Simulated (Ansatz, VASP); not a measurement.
# Two plane-wave programs on KBr

Contents of INCAR:

```
PREC = Accurate
ENCUT = 600
EDIFF = 1E-6
ISMEAR = 0
SIGMA = 0.02
LREAL = F
LASPH = T
NELM = 100
ALGO = Fast
ISIF = 3
LWAVE = F
LCHARG = F
GGA = PE
IBRION = 2
NSW = 100
EDIFFG = -0.005
```

Contents of KPOINTS:

```
regular mesh
0
Gamma
  6 6 6
```

File POSCAR:

```
KBr
1.0
    0.0000000000      3.2945409700      3.2945409700
    3.2945409700      0.0000000000      3.2945409700
    3.2945409700      3.2945409700      0.0000000000
K Br
1 1
Direct
    0.0000000000      0.0000000000      0.0000000000
    0.5000000000      0.5000000000      0.5000000000
```

Input for Ansatz:

```yaml
crystal:
  lattice:
    - [0.0, 3.29454097, 3.29454097]
    - [3.29454097, 0.0, 3.29454097]
    - [3.29454097, 3.29454097, 0.0]
  atoms:
    - { symbol: K, position: [0.0, 0.0, 0.0] }
    - { symbol: Br, position: [0.5, 0.5, 0.5] }
basis:
  ecutwfc: 420
kpoints:
  mp_grid: { grid: [6, 6, 6] }
hamiltonian:
  xc: pbe
scf:
  occupations: { method: gaussian, width: 0.02 }
output:
  forces: true
  stress: true
  eigenvalues: true
relax:
  adjacent_minimum: "off"
  f_tol: 0.005
  max_steps: 80
  cell: { stress_tol: 0.05 }
```

The cell is a database's computed one.

Alike in both runs: task relaxation of cell and atoms; functional PBE; k mesh 6 × 6 × 6; occupations gaussian, width 0.02 eV; no spin polarisation.

|  | VASP | Ansatz |
| --- | --- | --- |
| version | VASP 6.6.1 | Ansatz 0.2.0 |
| potentials or method | VASP PAW PBE potentials, release 64 (K_sv, Br) | scalar-relativistic, plane waves, PAW |
| plane-wave cutoff (eV) | 600 | 420 |
| valence electrons in the cell | 16 | 16 |

```tsv
	VASP	Ansatz	Ansatz less VASP
gap on the k mesh at the Fermi level, each at its own relaxed structure (eV)	4.30	4.32	+0.014
relaxed volume (Å³/atom)	37.79	37.59	-0.199
relaxed cell length with the largest relative difference (Å)	4.746	4.738	-0.0083
energy change over the relaxation (meV/atom)	-5	-5	+0.5
```

As with any semilocal functional, this PBE gap is likely too small.
